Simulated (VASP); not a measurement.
Runs of VASP 6.6.1 on ZnF2. The structure is tetragonal, space group P4_2/mnm (No. 136). The conventional cell has a = 4.718 Å, b = 4.718 Å, c = 3.139 Å, α = 90.00°, β = 90.00°, γ = 90.00°. Zn (site symmetry mmm) has 6 F at 2.03 to 2.04 Å as nearest neighbours. F (site symmetry m2m) is surrounded by 3 Zn at 2.03 to 2.04 Å. 

```csv
level,potentials or basis,k mesh,cutoff (eV),smearing,further INCAR settings,gap on the mesh (eV),pressure (GPa)
r2SCAN,"VASP PAW PBE potentials, release 64 (Zn, F)",6 × 6 × 8,520,gaussian 0.02 eV,ALGO = Normal; EDIFF = 1e-06,(b),-0.6
PBEsol,"VASP PAW PBE potentials, release 64 (Zn, F_h)",6 × 6 × 8,900,gaussian 0.02 eV,ALGO = Fast; EDIFF = 1e-06,3.35,-0.5
PBEsol,"VASP PAW PBE potentials, release 64 (Zn, F)",6 × 6 × 8,700,gaussian 0.02 eV,ALGO = Fast; EDIFF = 1e-06,(a),0.0
PBEsol,"VASP PAW PBE potentials, release 64 (Zn, F)",6 × 6 × 8,520,gaussian 0.5 eV,ALGO = Fast; EDIFF = 1e-06,3.35,0.1
PBEsol,"VASP PAW PBE potentials, release 64 (Zn, F)",8 × 8 × 12,520,gaussian 0.02 eV,ALGO = Fast; EDIFF = 1e-06,3.35,0.1
```

Alike in all rows: task single point; no spin polarisation; cell as given.

**Question.** Estimate the missing entries.

**Answer.** (a) 3.36; (b) 4.21.

Caveats: the PAW data sets were made with another functional, which shifts forces and pressure a little; the cutoff is under 1.25 times the usual one of these potentials, so pressure, stress and relaxed cells hold a basis-set (Pulay) error (some runs).

A k mesh can miss the band edges.
